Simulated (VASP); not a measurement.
Input of a VASP 6.6.1 run:

Contents of INCAR:

```
SYSTEM = Si
ALGO     = Normal         ! electronic algorithm
DIPOL    = 0.5 0.5 0.500
EDIFF    = 1E-7           ! SCF threshold, eV
ENCUT    = 520            ! plane-wave cutoff, eV
GGA      = PE             ! functional
IDIPOL   = 3            
ISIF     = 2              ! what is computed and relaxed
ISMEAR   = 0              ! smearing method
IVDW     = 12             ! dispersion correction
LASPH    = .True.         ! aspherical terms in the spheres
LCHARG   = .False.        ! write CHGCAR
LDIPOL   = .True.       
LREAL    = .False.        ! projectors in reciprocal space
LWAVE    = .False.        ! write WAVECAR
NBANDS   = 11             ! bands
NELM     = 100            ! most SCF steps
PREC     = Accurate       ! precision mode
SIGMA    = 0.1            ! smearing width, eV
```

KPOINTS

```
k-points
0
Gamma
  15 15 1
  0 0 0
```

The input POSCAR:

```
Si
1.0
    3.8472023567      0.0000000000      0.0000000000
   -1.9236011784      3.3317749744      0.0000000000
    0.0000000000      0.0000000000     28.0000000000
Si
2
Direct
    0.3333333333      0.6666666667      0.5084347960
    0.6666666667      0.3333333333      0.4915652040
```

Potentials or basis: VASP PAW PBE potentials, release 64 (Si).

Command:

```sh
$ cat potpaw_PBE.64/Si/POTCAR > POTCAR
$ mpirun -np 1 vasp_std > vasp.out
```

Problem. Estimate the band gap on the k mesh.

Solution. None (metal or under the smearing width).

Problem. Estimate the largest force.

Solution. 0.005 eV/Å.

Problem. Estimate the dispersion energy per atom.

Solution. -0.191 eV.

Forces on the atoms (eV/Å):
```
Si   0.000  0.000 -0.005
Si   0.000  0.000  0.005
```
